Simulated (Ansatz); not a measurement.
# Mg2Si: the cost of one run

The runs shown are made with Ansatz 0.2.0. G0W0, plane waves. Computed at 0 K without zero-point motion; spin polarisation is off.

### 1 The structure to begin with

The cell was relaxed beforehand with r2SCAN.

The symmetry is Fm-3m (No. 225, cubic); conventional cell a = 6.338 Å, 21.22 Å³ an atom. Around Mg lie 4 Si at 2.74 Å; around Si lie 8 Mg at 2.74 Å.

Structure file:

```cif
data_structure
_symmetry_space_group_name_H-M 'P 1'
_symmetry_Int_Tables_number 1
_cell_length_a 4.4816
_cell_length_b 4.4816
_cell_length_c 4.4816
_cell_angle_alpha 60.000
_cell_angle_beta 60.000
_cell_angle_gamma 60.000
_cell_volume 63.65
loop_
_atom_site_label
_atom_site_type_symbol
_atom_site_fract_x
_atom_site_fract_y
_atom_site_fract_z
_atom_site_occupancy
Mg1 Mg 0.25000 0.25000 0.25000 1
Mg2 Mg 0.75000 0.75000 0.75000 1
Si1 Si 0.00000 0.00000 0.00000 1
```

### 2 103 empty bands, 80 eV

input.yaml

```yaml
crystal:
  lattice:
    - [0.0, 3.16897055, 3.16897055]
    - [3.16897055, 0.0, 3.16897055]
    - [3.16897055, 3.16897055, 0.0]
  atoms:
    - { symbol: Mg, position: [0.25, 0.25, 0.25] }
    - { symbol: Mg, position: [0.75, 0.75, 0.75] }
    - { symbol: Si, position: [0.0, 0.0, 0.0] }
kpoints:
  mp_grid: { grid: [4, 4, 4] }
hamiltonian:
  xc: pbe
scf:
  occupations: { method: fixed }
gw:
  n_empty_bands: 103
  ecut_chi: 80
  qp_bands: [v2, c2]
  qp_kpoints: band_edges
  screening: { model: contour_deformation }
```

Started as:

```console
ansatz run input.yaml --threads 4 --pin off --max-ram 5529MiB --backend cpu --events-out ev --progress --plain --runs-dir out
```

Q: Estimate wall time and peak memory on 4 threads of Arm Neoverse V1, shared host.

About 4.2 s, with a peak of 0.37 GiB.
